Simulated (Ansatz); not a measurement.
Crystal: GaN.

```
Ga N
1.0
     3.18000    0.00000    0.00000
    -1.59000    2.75396    0.00000
     0.00000    0.00000    5.16600
Ga N
2 2
Direct
  0.66667 0.33333 0.50000
  0.33333 0.66667 0.00000
  0.66667 0.33333 0.87500
  0.33333 0.66667 0.37500
```

* Program: Ansatz 0.2.0
* Task: relaxation of cell and atoms
* Functional: SVWN5
* Potentials or basis: Ansatz PAW
* Cutoff: 420 eV (not typed: the program's choice for these potentials)
* k mesh: 10 × 10 × 5
* Occupations: fermi-dirac, width 0.05 eV
* Spin: no spin polarisation

At the start: volume 11.31 Å³/atom.

Problem. How do energy, volume and symmetry change on relaxing?

Solution. It ends after 8 steps and the volume is 11.04 Å³/atom (-2.4 %); space group P6_3mc (No. 186, to 0.05 Å).

The path:
```tsv
step	energy change (eV)	largest force (eV/Å)	volume (Å³)
1	0.0000	0.1262	45.24
2	-0.0164	0.0927	44.60
3	-0.0211	0.0350	44.17
4	-0.0211	0.0181	44.19
5	-0.0211	0.0004	44.20
6	-0.0172	0.0002	44.20
7	-0.0173	0.0000	44.18
8	-0.0172	0.0000	44.18
```

Final structure:
```
CELL_PARAMETERS angstrom
3.15116 0.00000 0.00000
-1.57558 2.72898 0.00000
0.00000 0.00000 5.13722
ATOMIC_POSITIONS crystal
Ga 0.66667 0.33333 0.49929
Ga 0.33333 0.66667 0.99929
N 0.66667 0.33333 0.87571
N 0.33333 0.66667 0.37571
```

Caveat: the plane-wave basis is chosen anew once the cell has moved, so the energies of steps on either side of that aren't comparable; the pressure holds a Pulay correction of +0.7 GPa for the finite cutoff; the PAW data sets come from PBE, with cores solved anew for the run's functional, which leaves a small shift of forces and pressure.
